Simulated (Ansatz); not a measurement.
In doubt: masses and optical values from hybrid runs of this build are listed as unsure, which bears on the screening that GW takes from such a start.

Rows from a G0W0 calculation on TePb4Se3 (ordered model alloy, started on the PbTe lattice) (Cmmm) (Ansatz 0.2.0; G0W0 on HSE06, plane waves, PAW; PAW set soft_1; 2×2×2 mesh, 294 empty bands, screening to 43 eV, PAW set soft_1 files), in eV. Spin-orbit coupling is left out.

| row | Σx | Σc | Vxc | Z |
| --- | --- | --- | --- | --- |
| A | -8.02 | -3.11 | -11.34 | 0.78 |
| B | -16.59 | 1.21 | -15.92 | 0.77 |
| C | -7.87 | -3.03 | -11.08 | 0.78 |
| D | -16.77 | 1.28 | -16.03 | 0.77 |
| E | -16.56 | 1.19 | -15.90 | 0.77 |
| F | -7.88 | -3.03 | -11.09 | 0.78 |

Q: Which rows are filled states and which are empty ones, and how can one tell?

Filled: B, D and E. Empty: A, C and F. The sign of Σc tells: for a filled state bare exchange, which holds its interaction with itself, lies below Vxc (Σx − Vxc is -0.7 eV or lower here) and screening gives part back as a positive Σc. For an empty state Σx lies above Vxc (+3.2 eV or more) and the Coulomb hole leaves Σc negative.

[Runs of the session that timed out or met a known fault of the program may be left out.]

[Cells called generated may have been cut or substituted from an entry of the Crystallography Open Database or the Materials Project.]

[Hosts, paths, dates, database ids (printed as entryN), source tags and the programs' standing remarks are cut or masked in the printed files.]
